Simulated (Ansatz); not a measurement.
A plane-wave DFT run in Ansatz 0.2.0 (scalar-relativistic PAW potentials unless the input names others): input and command.

```yaml
crystal:
  lattice:
    - [4.8539808821, 0.0, 0.0]
    - [0.0, 9.0052301058, 0.0]
    - [-1.7756285102, 0.0, 2.3657246136]
  atoms:
    - { symbol: I, position: [0.5, 0.0, 0.5] }
    - { symbol: I, position: [0.0, 0.5, 0.5] }
basis:
  xc_grid: 1
kpoints:
  mp_grid: { grid: [12, 6, 18] }
hamiltonian:
  xc: pbe
scf:
  occupations: { method: gaussian, width: 0.1 }
output:
  forces: true
  eigenvalues: true
  stress: true
accuracy: medium
```

```bash
ansatz run input.yaml --threads 1 --pin off --max-ram 1331MiB --backend cpu --events-out ev --progress --plain --runs-dir out
```

Abridged log:
```
Basis set: ecut = 420 eV, 1987 PW (Γ)
Bands: 21, of which v1, the nominal top of the filled ones, is band 17 counted from 1 (16 counted from 0)
Symmetry: 8 space group operations
k-points: 440 of 1296
SCF iter   1: F=—  HF=-15025.685912 eV  |F-HF|=—  |Δ(HF+E_count)|=         —  Δρ=1.40e-3  dr2=2.35e-3  ethr=1.77e-3  ⟨swp⟩=7.1  Hψ=50169  notcnv=0
SCF iter   2: F=—  HF=-15025.685089 eV  |F-HF|=—  |Δ(HF+E_count)|=   8.23e-4  Δρ=5.68e-4  dr2=3.50e-4  ethr=6.93e-6  ⟨swp⟩=3.0  Hψ=21919  notcnv=0  defer=86
SCF iter   3: F=—  HF=-15025.684958 eV  |F-HF|=—  |Δ(HF+E_count)|=   1.30e-4  Δρ=7.44e-5  dr2=3.42e-6  ethr=1.03e-6  ⟨swp⟩=2.0  Hψ=12160  notcnv=0  defer=86
SCF iter   4: F=—  HF=-15025.684961 eV  |F-HF|=—  |Δ(HF+E_count)|=   2.86e-6  Δρ=1.29e-5  dr2=2.39e-7  ethr=1.01e-8  ⟨swp⟩=2.8  Hψ=15535  notcnv=0  defer=86
SCF iter   5: F=-15025.684961 eV  HF=-15025.684961 eV  |F-HF|=1.49e-9  |Δ(HF+E_count)|=   6.02e-8  Δρ=3.97e-6  dr2=1.06e-8  ethr=7.03e-10  ⟨swp⟩=2.8  Hψ=16214  notcnv=0  defer=86
SCF iter   6: F=-15025.684961 eV  HF=-15025.684961 eV  |F-HF|=1.43e-9  |Δ(HF+E_count)|=   3.52e-9  Δρ=1.25e-6  dr2=1.41e-9  ethr=3.12e-11  ⟨swp⟩=5.7  Hψ=41846  notcnv=0
SCF 1 converged in 6 iterations: F = -15025.684961 eV  dr2 = 1.41e-9
SCF converged after 6 iterations
Free energy (F): -15025.684961 eV
Harris-Foulkes:  -15025.684961 eV  (|F-HF|=1.43e-9)
Internal energy: -15025.679587 eV  (E = F + TS)
E sigma→0 (E₀):  -15025.682274 eV
Entropy (-TS):   -0.005374 eV (-2.687 meV/atom)
Fermi energy:    2.905444 eV
--- Forces (eV/Å), atoms counted from 1 ---
  atom   1  I      0.00000000     0.00000000     0.00000000
  atom   2  I      0.00000000     0.00000000     0.00000000
--- Stress (GPa, compression-positive) ---
        0.071234       0.000000      -0.017342
        0.000000       0.005889       0.000000
       -0.017342       0.000000      -0.070150
  P = ⅓ Tr σ = 0.0023 GPa (0.023 kbar)
```

Apart from outputs and empty bands, the input differs from a reference run on usual settings in accuracy: not typed → "medium"; basis.xc_grid: not typed → 1; basis.ecutwfc: 420 → not typed. The reference, at the same geometry, gave pressure 0.00 GPa, largest force 0.000 eV/Å, no gap on the mesh. This run converged in 6 SCF iterations (reference: 6) with an energy at zero smearing within 0.01 meV/atom of the reference's, pressure 0.00 GPa, largest force 0.000 eV/Å, no gap on the mesh.